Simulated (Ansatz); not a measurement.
# Binding curve of graphene/h-BP/graphene sandwich (62 atoms)

The cell holds 62 atoms: 48 C, 7 B and 7 P. Its edges and angles: a = 8.507 Å, b = 8.507 Å, c = 20.910 Å, α = 90.0°, β = 90.0°, γ = 120.0°. It derives from C and BP. The starting structure: 12 cells of graphene (a = 2.46 Å, strained -0.17 %) and 7 cells of h-BP (a = 3.21 Å, +0.17 %) on one hexagonal cell, twist 10.89 deg; facing planes 3.49, 3.42 Å apart; 14 Å of vacuum; displaced by a Gaussian of 0.01 Å. Regions: layer 1, 24 atoms (24 C); layer 2, 14 atoms (7 B and 7 P); layer 3, 24 atoms (24 C). Vacuum lies along c.

Calculated with Ansatz 0.2.0: Kohn-Sham DFT, PBE+D3(BJ), PAW (set soft_2), plane waves; cutoff 420 eV, k-mesh 3×3×1, gaussian smearing of 0.05 eV. The upper part is moved rigidly along the normal by z from its relaxed place. Energies are the whole cell less its two frozen parts, over the face of 62.68 Å².

| shift z (Å) | interaction energy (meV/Å²) |
| --- | --- |
| -0.3 | -15.42 |
| +0.0 | -18.47 |
| +0.3 | -16.89 |
| +0.8 | -12.27 |
| +1.6 | ? |
| +3.0 | -2.824 |

Task: Fit the universal binding curve to the rows given and interpolate to the withheld row.

Worked fit:

The universal binding curve is E(z) = −D (1 + z/l) exp(−z/l), whose curvature at z = 0 is D/l². The depth is D = 18.47 meV/Å². The three points about zero give the curvature [E(+0.3) + E(−0.3) − 2E(0)] / 0.3² = 51.38 meV/Å⁴, so l = √(D / curvature) = 0.600 Å. At z = 1.6 Å, z/l = 2.669.

Prediction at +1.6: -4.698 meV/Å². The run gave -6.786 meV/Å², so the fit is high by 2.1 meV/Å² (31 % of the value).

At the last row, z = 3 Å, the curve gives -0.744 against -2.82 meV/Å² computed: the computed tail is longer than the exponential, as the curve was made for metallic and covalent adhesion, while a dispersion term decays as a power of the distance. Among the rows given, the largest miss of the fit is at +3.0, by 2.1 meV/Å² (13 % of the range of the table).

Limits: The parts are rigid, and they also feel their periodic images through the vacuum.

[Hosts, paths, dates, database ids (printed as entryN), source tags and the programs' standing remarks are cut or masked in the printed files.]
